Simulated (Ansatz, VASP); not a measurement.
Two plane-wave programs on TiTe2

```
Ti Te
1.0
     3.70340    0.00000    0.00000
    -1.85170    3.20724    0.00000
     0.00000    0.00000    6.35393
Ti Te
1 2
Direct
  0.00000 0.00000 0.00000
  0.33333 0.66667 0.27164
  0.66667 0.33333 0.72836
```

Alike in both runs: functional PBE; dispersion D3(BJ); k mesh 8 × 8 × 4; occupations gaussian, width 0.05 eV; no spin polarisation.

Ansatz relaxed the structure, and its values are those at the end. VASP's run is a single point on that final structure, the one shown.

|  | VASP | Ansatz |
| --- | --- | --- |
| version | VASP 6.6.1 | Ansatz 0.2.0 |
| potentials or method | VASP PAW PBE potentials, release 64 (Ti_sv, Te) | scalar-relativistic, plane waves, PAW |
| plane-wave cutoff (eV) | 520 | 420 |
| valence electrons in the cell | 24 | 44 |

|  | VASP | Ansatz | Ansatz less VASP |
| --- | --- | --- | --- |
| gap on the k mesh at the Fermi level (eV) | none | none | - |
| pressure (GPa) | 0.0 | 0.0 | +0.02 |
| rms of the force components (eV/Å) | 0.004 | 0.001 | -0.0029 |
| dispersion energy (meV/atom) | -523.2 | -523.3 | -0.15 |

A gap of «none» marks a metal or a gap that the smearing closes. The two sets of potentials don't hold the same shells in valence.

The runs have no spin-orbit coupling, so splittings on Te are missing.
